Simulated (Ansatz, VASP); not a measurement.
## MgO: VASP beside Ansatz

INCAR

```
SYSTEM = MgO
PREC = Accurate
ENCUT = 520
EDIFF = 1E-6
ISMEAR = 0
SIGMA = 0.05
LREAL = .FALSE.
LASPH = .TRUE.
NELM = 60
ALGO = Normal
ISIF = 2
LWAVE = .FALSE.
LCHARG = .FALSE.
GGA = PS
NBANDS = 16
```

KPOINTS

```
Automatic mesh
0
G
  9 9 6
  0 0 0
```

POSCAR

```
MgO
1.0
    3.3965520429      0.0000000000      0.0000000000
   -1.6982760214      2.9415003544      0.0000000000
    0.0000000000      0.0000000000      4.7480401007
Mg O
2 2
Direct
    0.3333333333      0.6666666667      0.0272667940
    0.6666666667      0.3333333333      0.5272667940
    0.3333333333      0.6666666667      0.4009416620
    0.6666666667      0.3333333333      0.9009416620
```

Input for Ansatz:

```yaml
crystal:
  lattice:
    - [3.3965520429, 0.0, 0.0]
    - [-1.6982760214, 2.9415003544, 0.0]
    - [0.0, 0.0, 4.7480401007]
  atoms:
    - { symbol: Mg, position: [0.3333333333, 0.6666666667, 0.027266794] }
    - { symbol: Mg, position: [0.6666666667, 0.3333333333, 0.527266794] }
    - { symbol: O, position: [0.3333333333, 0.6666666667, 0.400941662] }
    - { symbol: O, position: [0.6666666667, 0.3333333333, 0.900941662] }
basis:
  ecutwfc: 520.0
kpoints:
  mp_grid: { grid: [9, 9, 6] }
hamiltonian:
  xc: pbesol
  pseudopotentials: { kind: paw, azcp: { folder: soft_1 } }
scf:
  occupations: { method: gaussian, width: 0.05 }
output:
  forces: true
  stress: true
  eigenvalues: true
```

Alike in both runs: task single point; functional PBEsol; k mesh 9 × 9 × 6; occupations gaussian, width 0.05 eV; no spin polarisation.

|  | VASP | Ansatz |
| --- | --- | --- |
| version | VASP 6.6.1 | Ansatz 0.2.0 |
| potentials or method | VASP PAW PBE potentials, release 64 (Mg, O) | scalar-relativistic, plane waves, PAW |
| plane-wave cutoff (eV) | 520 | 520 |
| valence electrons in the cell | 16 | 32 |

```tsv
	VASP	Ansatz	Ansatz less VASP
gap on the k mesh at the Fermi level (eV)	3.37	3.37	0.000
least direct gap on the mesh (eV)	3.37	3.37	0.000
pressure (GPa)	5.2	5.3	+0.08
largest component of the traceless stress (GPa)	26.74	26.06	-0.681
rms of the force components (eV/Å)	1.698	1.654	-0.0436
```

Atom by atom the forces differ by 0.044 eV/Å (rms over components). The two sets of potentials don't hold the same shells in valence. Ansatz warned: «pseudo_functional_mismatch».

Caveats: the PAW data sets were made with another functional, which shifts forces and pressure a little (VASP); an odd mesh through Γ misses points on the zone boundary, where band edges often lie.
